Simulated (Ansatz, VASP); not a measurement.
# Two plane-wave programs on Se

```
Se
1.0
     4.35517    0.00000    0.00000
    -2.17758    3.77169    0.00000
     0.00000    0.00000    4.94945
Se
3
Direct
  0.21700 0.00000 0.16667
  0.00000 0.21700 0.83333
  0.78300 0.78300 0.50000
```

Alike in both runs: task electric field gradients; functional PBEsol; k mesh 8 × 8 × 6; occupations fermi-dirac, width 0.02 eV; no spin polarisation.

|  | VASP | Ansatz |
| --- | --- | --- |
| version | VASP 6.6.1 | Ansatz 0.2.0 |
| potentials or method | VASP PAW PBE potentials, release 64 (Se) | PAW with Ansatz's default frozen-core files, scalar-relativistic |
| plane-wave cutoff (eV) | 520 | 420 |
| valence electrons in the cell | 18 | 48 |

|  | VASP | Ansatz | Ansatz less VASP |
| --- | --- | --- | --- |
| gap on the k mesh at the Fermi level (eV) | 1.05 | 1.07 | +0.014 |
| pressure (GPa) | 3.1 | 2.9 | -0.25 |
| largest component of the traceless stress (GPa) | 1.66 | 1.55 | -0.108 |
| rms of the force components (eV/Å) | 0.617 | 0.582 | -0.0346 |
| Vzz of the field gradient on the site that differs most (V/Å²) | -480.2 | -499.4 | -19.24 |

Atom by atom the forces differ by 0.035 eV/Å (rms over components). The two sets of potentials don't hold the same shells in valence.

Caveats: the PAW data sets were made with another functional, which shifts forces and pressure a little (VASP). A k mesh can miss the band edges. As with any semilocal functional, this PBEsol gap is likely too small.
